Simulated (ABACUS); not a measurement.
The system is Cu.

```xyz
2
Lattice="1.2185 -3.9764 0.0000 1.2185 3.9764 0.0000 0.0000 0.0000 2.4755" Properties=species:S:1:pos:R:3 pbc="T T T"
Cu    1.2185   -2.9118    1.8566
Cu    1.2185    2.9118    0.6189
```

This isn't the form of Cu at room conditions, which is fcc.

* Program: ABACUS 3.10.1
* Task: single point
* Functional: PBE
* Potentials or basis: PseudoDojo NC SR 0.4.1 PBE standard
* Cutoff: 1252 eV
* Density cutoff: 5007 eV
* Basis: plane waves
* k mesh: 11 × 11 × 11
* Occupations: fermi-dirac, width 0.05 eV
* Spin: no spin polarisation

On this cell: pressure 6.5 GPa; largest force 0.045 eV/Å; band gap on the k mesh none (metal or under the smearing width).

The same run follows on a disturbed copy (atoms moved at random, drawn with an rms of 0.05 Å):

```
Cu
1.0
     1.21846   -3.97638    0.00000
     1.21846    3.97638    0.00000
     0.00000    0.00000    2.47550
Cu
2
Direct
  0.87112 0.13331 0.73992
  0.13504 0.88518 0.24696
```

**Question.** What changes?

**Answer.** The energy (extrapolated to zero smearing) moves by +16.8 meV/atom; pressure 6.6 GPa; largest force 0.766 eV/Å; band gap on the k mesh none (metal or under the smearing width).

Forces on the atoms (eV/Å):
```
Cu   0.006  0.764  0.056
Cu  -0.006 -0.764 -0.056
```

Stress tensor (GPa, compression positive):
```
 4.48 -0.55  0.00
-0.55  7.97  0.18
 0.00  0.18  7.36
```
